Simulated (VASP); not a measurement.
# Mn: energy at fixed spin moment, by functional and volume against the source cell

Mn, P6_3/mmc (no. 194), 2 atoms in the cell.

| Functional | Volume against the source cell | Cell | Moment at the minimum, by a parabola in the squared moment through the lowest point and its neighbours (muB per cell) | Energy there by the same parabola, against the smallest moment (meV/atom) | Moment left free (muB per cell) | Time (s) |
|---|---|---|---|---|---|---|
| PBE | 0.97 | volume scaled by 0.97 | 0.00 | 0.0 | 0.00 | 921 |
| PBEsol | 0.97 | volume scaled by 0.97 | 0.00 | 0.0 | 0.00 | 922 |
| PBE | 1 | as given | 0.00 | 0.0 | 0.00 | 720 |
| PBEsol | 1 | as given | 0.00 | 0.0 | 0.00 | 991 |

## Input of the first row

INCAR.step1:
```
SYSTEM = Mn
PREC = Accurate
ENCUT = 450
EDIFF = 1E-7
NELM = 200
ALGO = Normal
ISMEAR = 1
SIGMA = 0.1
LREAL = .FALSE.
LASPH = .TRUE.
LMAXMIX = 4
LORBIT = 11
LWAVE = .FALSE.
LCHARG = .FALSE.
GGA = PE
ISPIN = 2
ISIF = 2
NUPDOWN = 0.0
MAGMOM = 0 0
```

INCAR.step2, as INCAR.step1 but for:
```
- NUPDOWN = 0.0
- MAGMOM = 0 0
+ NUPDOWN = 1.0
+ MAGMOM = 0.5 0.5
```

INCAR.step3 to INCAR.step9 change the same tags again: MAGMOM = 1 1, 1.5 1.5, 2 2, 2.5 2.5, 3 3, 3.5 3.5, 4 4; NUPDOWN = 2.0, 3.0, 4.0, 5.0, 6.0, 7.0, 8.0.

INCAR.step10, as INCAR.step9 but for:
```
- NUPDOWN = 8.0
```

KPOINTS:
```
k-points
0
Gamma
  19 19 10
```

POSCAR:
```
Mn
1.0
    2.4585567242      0.0000000000      0.0000000000
   -1.2292783621      2.1291725798      0.0000000000
    0.0000000000      0.0000000000      3.9855235829
Mn
2
Direct
    0.3333333333      0.6666666667      0.2500000000
    0.6666666667      0.3333333333      0.7500000000
```

Commands (each step's output is kept before the next begins):
```
cat potpaw_PBE.64/Mn_pv/POTCAR > POTCAR
cp INCAR.step1 INCAR
mpirun -np 4 vasp_std > vasp.out
rm WAVECAR CHG
cp INCAR.step2 INCAR
mpirun -np 4 vasp_std > vasp.out
rm WAVECAR CHG
cp INCAR.step3 INCAR
mpirun -np 4 vasp_std > vasp.out
rm WAVECAR CHG
cp INCAR.step4 INCAR
mpirun -np 4 vasp_std > vasp.out
rm WAVECAR CHG
cp INCAR.step5 INCAR
mpirun -np 4 vasp_std > vasp.out
rm WAVECAR CHG
cp INCAR.step6 INCAR
mpirun -np 4 vasp_std > vasp.out
rm WAVECAR CHG
cp INCAR.step7 INCAR
mpirun -np 4 vasp_std > vasp.out
rm WAVECAR CHG
cp INCAR.step8 INCAR
mpirun -np 4 vasp_std > vasp.out
rm WAVECAR CHG
cp INCAR.step9 INCAR
mpirun -np 4 vasp_std > vasp.out
rm WAVECAR CHG
cp INCAR.step10 INCAR
mpirun -np 4 vasp_std > vasp.out
```

VASP 6.6.1 took 921 s on 4 cores (Intel Xeon Platinum 8375C @ 2.90GHz (Ice Lake)), a shared host.
